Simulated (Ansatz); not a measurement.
Cu: pressure and energy above lowest point against volume per atom

Equation of state of a cubic crystal from periodic Kohn-Sham density functional theory without spin; pressure corrected for the finite basis. The results are calculated, by Ansatz 0.2.0 development build.

Cell of the first row (space group Pm-3m, No. 221):
```
cell vectors (Å)
   2.3579     0.0000     0.0000
   0.0000     2.3579     0.0000
   0.0000     0.0000     2.3579
atoms (fractions of the cell vectors)
Cu  0.00000  0.00000  0.00000
```

Settings of every row: formula Cu; structure type simple cubic; functional PBE; spin treatment none; k mesh 23x23x23; occupation method fermi-dirac; occupation width 0.061225619 eV; wave cutoff 700 eV; datasets soft-1 PAW; density cutoff ratio 4.

Limits: a cubic model structure, not a phase known at ambient conditions; modest k-mesh, values are not fully converged in k; the SCF threshold is loose for a stress in some rows.

```
row  volume per atom (Å³)  pressure (GPa)  energy above lowest point (meV/atom)
  1                13.109           7.232                                 17.33
  2                13.388               ?                                     ?
  3                13.667            2.02                                  1.59
  4                13.946          -0.153                                     0
  5                14.225          -2.081                                  1.98
  6                14.503          -3.789                                  7.12
  7                14.782          -5.301                                 15.05
```

Question: what pressure and energy above lowest point should row 2 give?

Worked fit of pressure. Take u = (V_r/V)^(2/3) − 1 with V_r = 14.085 Å³ an atom, which is twice the finite (Eulerian) strain; such expansions in the strain, on which the Birch-Murnaghan equation of state is built, carry the rest volume and the bulk modulus. The shown rows have u = 0.04904, 0.02029, 0.00663, -0.00657, -0.01931, -0.03169. Least squares give pressure = −1.1436 + 146.009 × u + 481.93 × u² + 476.4 × u³ GPa; a parabola predicts inner rows, each left out in turn, worse (root mean square 0.01 against 0.0036 GPa). The rows lie off it by 0.000, -0.001, 0.001, 0.001, -0.002, 0.001. The pressure vanishes at u = 0.0076, or V = 13.93 Å³ an atom, and there the bulk modulus at fixed shape and fractions is B = −V dP/dV = (2/3)(1 + u) dP/du = 103 GPa. The withheld row has u = 0.03441, so the fit gives −1.1436 + 146.009 × (0.03441) + 481.93 × (0.03441)² + 476.4 × (0.03441)³ = 4.471 GPa.

The calculation gave 4.471 GPa. The fit meets it to the printed digit.

Worked fit of energy above lowest point. Take u = (V_r/V)^(2/3) − 1 with V_r = 14.085 Å³ an atom, which is twice the finite (Eulerian) strain; such expansions in the strain, on which the Birch-Murnaghan equation of state is built, carry the rest volume and the bulk modulus. The shown rows have u = 0.04904, 0.02029, 0.00663, -0.00657, -0.01931, -0.03169. Least squares give energy above lowest point = 0.572 − 151.06 × u + 9808.5 × u² + 4899 × u³ meV/atom; a parabola predicts inner rows, each left out in turn, worse (root mean square 0.096 against 0.014 meV/atom). The rows lie off it by 0.00, 0.00, 0.00, -0.01, 0.01, 0.00. Its lowest point lies at u = 0.0077, or V = 13.92 Å³ an atom, and the curvature there gives the bulk modulus at fixed shape and fractions, B = (4/9)(1 + u)² E″(u)/V = 103 GPa. The withheld row has u = 0.03441, so the fit gives 0.572 − 151.06 × (0.03441) + 9808.5 × (0.03441)² + 4899 × (0.03441)³ = 7.19 meV/atom.

The calculation gave 7.2 meV/atom. The fit lies 0.01 meV/atom (0.058 % of the column's range) below it, one unit of the last digit.
